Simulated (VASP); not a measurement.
**Input and output of a VASP PBE single-point calculation on KBr (strained zincblende)**

INCAR

```
NBANDS = 15
ENCUT = 520
GGA = PE
ISMEAR = -1
LWAVE = .FALSE.
LREAL = .FALSE.
LASPH = .TRUE.
NSW = 0
SIGMA = 0.02
ISIF = 2
EDIFF = 1E-7
LELF = .TRUE.
IBRION = -1
LCHARG = .TRUE.
NELM = 120
PREC = Accurate
```

KPOINTS

```
KPOINTS created by Atomic Simulation Environment
0
Gamma
6 6 6
0 0 0
```

KPOINTS_OPT

```
special points
6
Reciprocal
0.0000000000 0.0000000000 0.0000000000 1
-0.5000000000 -0.5000000000 0.0000000000 1
-0.3750000000 -0.3750000000 0.2500000000 1
-0.3750000000 0.0000000000 0.3750000000 1
0.0000000000 0.0000000000 0.5000000000 1
-0.5000000000 -0.2500000000 0.2500000000 1
```

POSCAR

```
K  Br
 1.0000000000000000
     0.0000000000000000    3.7805067765000002    3.4939996361999999
     3.7805067765000002    0.0000000000000000    3.4939996361999999
     3.7805067765000002    3.7805067765000002    0.0000000000000000
 K   Br
   1   1
Cartesian
  0.0000000000000000  0.0000000000000000  0.0000000000000000
  1.8902533882500001  1.8902533882500001  1.7469998180999999
```

VASP ran with the recommended PBE PAW datasets (16 valence electrons in the cell).

Command

```
mpirun -np 1 vasp_std
```

OSZICAR

```
N       E                     dE             d eps       ncg     rms          rms(c)
DAV:   1     0.100287419224E+03    0.10029E+03   -0.64818E+03   900   0.895E+02
DAV:   2     0.169498070607E+01   -0.98592E+02   -0.91303E+02  1145   0.216E+02
DAV:   3    -0.599035104304E+01   -0.76853E+01   -0.76495E+01  1250   0.530E+01
DAV:   4    -0.635246073565E+01   -0.36211E+00   -0.36202E+00  1532   0.995E+00
DAV:   5    -0.635442062162E+01   -0.19599E-02   -0.19599E-02  1229   0.833E-01    0.317E+00
DAV:   6    -0.604429890122E+01    0.31012E+00   -0.40660E-01  1187   0.267E+00    0.223E+00
DAV:   7    -0.600915221705E+01    0.35147E-01   -0.20504E-01  1271   0.212E+00    0.110E+00
DAV:   8    -0.602998142353E+01   -0.20829E-01   -0.25128E-02  1157   0.102E+00    0.197E-01
DAV:   9    -0.603189895622E+01   -0.19175E-02   -0.12046E-03  1152   0.194E-01    0.131E-01
DAV:  10    -0.603394405522E+01   -0.20451E-02   -0.16963E-03   921   0.224E-01    0.319E-02
DAV:  11    -0.603397945943E+01   -0.35404E-04   -0.90715E-05  1153   0.634E-02    0.102E-02
DAV:  12    -0.603399301855E+01   -0.13559E-04   -0.18083E-05   921   0.321E-02    0.557E-03
DAV:  13    -0.603399340213E+01   -0.38358E-06   -0.12839E-06  1308   0.660E-03    0.147E-03
DAV:  14    -0.603399349134E+01   -0.89207E-07   -0.23240E-07   942   0.304E-03
   1 F= -.60339935E+01 E0= -.60339935E+01  d E =-.668660E-11
       N       E                     dE             ncg
DAV:   1     0.371952000333E+03   -0.29922E+04      180
DAV:   2    -0.171912423479E+03   -0.54386E+03      236
DAV:   3    -0.211350755686E+03   -0.39438E+02      257
DAV:   4    -0.213622621556E+03   -0.22719E+01      286
DAV:   5    -0.213636075181E+03   -0.13454E-01      250
DAV:   6    -0.213636373822E+03   -0.29864E-03      269
DAV:   7    -0.213636376542E+03   -0.27201E-05      265
DAV:   8    -0.213636376630E+03   -0.87254E-07      216
```

From OUTCAR

```
k-points           NKPTS =     30   k-points in BZ     NKDIM =     30   number of bands    NBANDS=     15

   NELECT =      16.0000    total number of electrons

   dimension x,y,z NGX =    40 NGY =   40 NGZ =   40
   dimension x,y,z NGXF=    80 NGYF=   80 NGZF=   80

  energy-cutoff  :      520.00
  volume of cell :       99.87
      direct lattice vectors                 reciprocal lattice vectors
     0.000000000  3.780506777  3.493999636    -0.132257401  0.132257401  0.143102476
     3.780506777  0.000000000  3.493999636     0.132257401 -0.132257401  0.143102476
     3.780506777  3.780506777  0.000000000     0.132257401  0.132257401 -0.143102476

 k-points in reciprocal lattice and weights: KPOINTS created by Atomic Simulation Env
   0.00000000  0.00000000  0.00000000       0.005
   0.16666667  0.00000000  0.00000000       0.037
   0.33333333  0.00000000  0.00000000       0.037
   0.50000000  0.00000000  0.00000000       0.019
   0.16666667  0.16666667  0.00000000       0.009
   0.33333333  0.16666667  0.00000000       0.037
   0.50000000  0.16666667  0.00000000       0.037
  -0.33333333  0.16666667  0.00000000       0.037
   ...

 E-fermi :  -2.5931

 k-point     1 :       0.0000    0.0000    0.0000
  band No.  band energies     occupation
      1     -30.9035      2.00000
      2     -14.9929      2.00000
      3     -14.4070      2.00000
      4     -14.3978      2.00000
      5     -14.3978      2.00000
      6      -3.1391      2.00000
      7      -3.1391      2.00000
      8      -3.1080      2.00000
      9       1.1639      0.00000
     10       5.2486      0.00000
     11       5.7317      0.00000
     12       6.4056      0.00000
     13       6.4056      0.00000
     14       6.6693      0.00000
     15       7.0838      0.00000

 k-point     2 :       0.1667    0.0000    0.0000
  band No.  band energies     occupation
      1     -30.9031      2.00000
      2     -15.0535      2.00000
      3     -14.4058      2.00000
      4     -14.3999      2.00000
      5     -14.3333      2.00000
      6      -3.2490      2.00000
      7      -3.1416      2.00000
      8      -3.1082      2.00000
      9       1.5969      0.00000
     10       5.0664      0.00000
     11       5.4038      0.00000
     12       6.1482      0.00000
     13       6.4695      0.00000
     14       6.8760      0.00000
     15       7.0430      0.00000

 k-point     3 :       0.3333    0.0000    0.0000
  band No.  band energies     occupation
      1     -30.9024      2.00000
      2     -15.1483      2.00000
      3     -14.4082      2.00000
      4     -14.4040      2.00000
      5     -14.2262      2.00000
      6      -3.4377      2.00000
      7      -3.1473      2.00000
      8      -3.0924      2.00000
      9       2.5656      0.00000
     10       4.8101      0.00000
     11       4.9405      0.00000
     12       5.2747      0.00000
     13       6.4805      0.00000
     14       6.6780      0.00000
     15       6.7648      0.00000

 k-point     4 :       0.5000    0.0000    0.0000
  band No.  band energies     occupation
      1     -30.9020      2.00000
      2     -15.1879      2.00000
      3     -14.4094      2.00000
      4     -14.4060      2.00000
      5     -14.1805      2.00000
      6      -3.5143      2.00000
      7      -3.1504      2.00000
      8      -3.0847      2.00000
      9       3.4120      0.00000
     10       3.8803      0.00000
     11       4.9388      0.00000
     12       5.2722      0.00000
     13       6.3749      0.00000
     14       6.6268      0.00000
     15       7.0402      0.00000

 k-point     5 :       0.1667    0.1667    0.0000
  band No.  band energies     occupation
      1     -30.9029      2.00000
      2     -15.0637      2.00000
      3     -14.4025      2.00000
      4     -14.4025      2.00000
      5     -14.3248      2.00000
      6      -3.2542      2.00000
      7      -3.1504      2.00000
      8      -3.1504      2.00000
      9       1.7978      0.00000
     10       4.9491      0.00000
     11       5.5036      0.00000
     12       6.4524      0.00000
     13       6.6393      0.00000
     14       6.6393      0.00000
     15       6.9930      0.00000

 k-point     6 :       0.3333    0.1667    0.0000
  band No.  band energies     occupation
      1     -30.9023      2.00000
      2     -15.1383      2.00000
      3     -14.4089      2.00000
      4     -14.4068      2.00000
      5     -14.2355      2.00000
      6      -3.3989      2.00000
      7      -3.1582      2.00000
      8      -3.1483      2.00000
      9       2.5978      0.00000
     10       4.5019      0.00000
     11       5.4028      0.00000
     12       5.4692      0.00000
     13       6.5612      0.00000
     14       6.7238      0.00000
     15       6.9670      0.00000

 k-point     7 :       0.5000    0.1667    0.0000
  band No.  band energies     occupation
      1     -30.9018      2.00000
      2     -15.1933      2.00000
      3     -14.4159      2.00000
      4     -14.4086      2.00000
      5     -14.1671      2.00000
      6      -3.4696      2.00000
      7      -3.1633      2.00000
      8      -3.1576      2.00000
      9       3.4527      0.00000
     10       3.9057      0.00000
     11       5.0587      0.00000
     12       5.1923      0.00000
     13       6.6978      0.00000
     14       6.7249      0.00000
     15       7.0306      0.00000

 k-point     8 :      -0.3333    0.1667    0.0000
  band No.  band energies     occupation
      1     -30.9020      2.00000
      2     -15.1862      2.00000
      3     -14.4183      2.00000
      4     -14.4060      2.00000
      5     -14.1731      2.00000
      6      -3.4336      2.00000
      7      -3.1704      2.00000
      8      -3.1487      2.00000
      9       3.0467      0.00000
     10       4.2577      0.00000
     11       4.8797      0.00000
     12       5.1845      0.00000
     13       6.7842      0.00000
     14       6.8492      0.00000
     15       7.0103      0.00000

 k-point     9 :      -0.1667    0.1667    0.0000
  band No.  band energies     occupation
      1     -30.9027      2.00000
      2     -15.1219      2.00000
      3     -14.4143      2.00000
      4     -14.4017      2.00000
      5     -14.2497      2.00000
      6      -3.3366      2.00000
      7      -3.1405      2.00000
      8      -3.1369      2.00000
      9       2.1553      0.00000
     10       4.7873      0.00000
     11       4.9329      0.00000
     12       5.6002      0.00000
     13       6.8437      0.00000
     14       6.9809      0.00000
     15       7.1885      0.00000

 k-point    10 :       0.3333    0.3333    0.0000
  band No.  band energies     occupation
      1     -30.9018      2.00000
      2     -15.1692      2.00000
      3     -14.4117      2.00000
      4     -14.4117      2.00000
      5     -14.1970      2.00000
      6      -3.4513      2.00000
      7      -3.1700      2.00000
      8      -3.1700      2.00000
      9       2.9657      0.00000
     10       4.1139      0.00000
     11       5.3438      0.00000
     12       6.1925      0.00000
     13       6.4692      0.00000
     14       6.4692      0.00000
     15       7.4282      0.00000

 k-point    11 :       0.5000    0.3333    0.0000
  band No.  band energies     occupation
      1     -30.9015      2.00000
      2     -15.2053      2.00000
      3     -14.4189      2.00000
      4     -14.4138      2.00000
      5     -14.1490      2.00000
      6      -3.4649      2.00000
      7      -3.2152      2.00000
      8      -3.1716      2.00000
      9       3.1774      0.00000
     10       4.0673      0.00000
     11       5.4132      0.00000
     12       5.8349      0.00000
     13       6.6251      0.00000
     14       6.7961      0.00000
     15       7.0316      0.00000

 k-point    12 :      -0.3333    0.3333    0.0000
  band No.  band energies     occupation
      1     -30.9016      2.00000
      2     -15.2126      2.00000
      3     -14.4246      2.00000
      4     -14.4110      2.00000
      5     -14.1358      2.00000
      6      -3.3697      2.00000
      7      -3.3085      2.00000
      8      -3.1611      2.00000
      9       3.2991      0.00000
     10       4.0558      0.00000
     11       5.2509      0.00000
     12       5.3292      0.00000
     13       6.7384      0.00000
     14       6.9303      0.00000
     15       7.1153      0.00000

 k-point    13 :       0.5000    0.5000    0.0000
  band No.  band energies     occupation
      1     -30.9013      2.00000
      2     -15.2119      2.00000
      3     -14.4164      2.00000
      4     -14.4164      2.00000
      5     -14.1434      2.00000
      6      -3.5162      2.00000
      7      -3.1783      2.00000
      8      -3.1783      2.00000
      9       3.0431      0.00000
     10       4.0360      0.00000
     11       6.1341      0.00000
     12       6.3175      0.00000
     13       6.3175      0.00000
     14       6.6281      0.00000
     15       6.7638      0.00000

 ...

  Total        0.1837703      0.1837703      0.1748128      0.0000000      0.0000000      0.0000000
  in kB        2.9480369      2.9480369      2.8043409      0.0000000      0.0000000      0.0000000
  external PRESSURE =       2.9001382 kB  Pullay stress =       0.0000000 kB

 POSITION                                       TOTAL-FORCE (eV/Angst)
 -----------------------------------------------------------------------------------
      0.00000      0.00000      0.00000        -0.000000     -0.000000     -0.000000
      1.89025      1.89025      1.74700         0.000000      0.000000      0.000000
 -----------------------------------------------------------------------------------
    total drift:                               -0.000000     -0.000000     -0.000000

  FREE ENERGIE OF THE ION-ELECTRON SYSTEM (eV)
  ---------------------------------------------------
  free  energy   TOTEN  =        -6.0339934913 eV

  energy  without entropy=       -6.0339934913  energy(sigma->0) =       -6.03399349
```

```json
{"gap between bands v and c": "4.25 eV", "least direct gap": "4.27 eV", "pressure": "0.3 GPa"}
```

Band v is the last that the valence electrons fill when counted band by band, and c is the next.

The run took about 53 s on one core of a shared host (Intel Xeon Platinum 8488C) and held 0.26 GiB at most.
